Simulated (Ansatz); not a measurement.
**CdSe: how strain makes field gradients**

```xyz
2
Lattice="0.0000 3.0703 3.0703 3.0703 0.0000 3.0703 3.0703 3.0703 0.0000" Properties=species:S:1:pos:R:3 pbc="T T T"
Cd    0.0000    0.0000    0.0000
Se    1.5351    1.5351    1.5351
```

Atom numbers follow the list: Cd1, Se2.

Structure from Materials Project entry mp-2691 (possibly hypothetical), not relaxed further.

Level of theory: Ansatz 0.2.0, DFT, PBE, all-electron PAW with datasets made for the crystal, scalar-relativistic.

Settings: a Γ-centred 8×8×8 k mesh, Fermi–Dirac smearing of 0.03 eV, cutoff 240 eV (chosen by the program for this cell), no spin polarisation.

The strain is applied along the Cartesian axes of the cell as listed (γ is the engineering shear, twice εxy = εyz = εzx). Fractional coordinates are held (clamped ions).

The columns are Cartesian components of the electric field gradient at the nuclei, in 10²¹ V/m².

No spin–orbit coupling: at heavy atoms the gradients can be off by tens of per cent for that reason.

Only quantities that a quadratic follows smoothly over the whole series are listed; rougher ones are left out.

```tsv
γ	Vxy at Cd1	Vxy at Se2
-0.0300	-1.46	-0.59
-0.0200	-0.97	-0.40
-0.0100	-0.49	-0.20
0.0000	0.00	0.00
0.0100	0.48	0.21
0.0300	1.44	0.65
```

Q: Fit the series and give the gradient–strain slopes.

A: Least-squares fits y = p0 + p1 x + p2 x² to the rows give Vxy at Cd1: p1 = 48.3, p2 = -8.3; Vxy at Se2: p1 = 20.7, p2 = 32. The slopes p1 are in 10²¹ V/m² per unit strain, for clamped ions.

Q: One run, at γ = 0.0200, is withheld. Predict its row.

A: The fits give 0.96, 0.43; the run gave 0.97, 0.43.
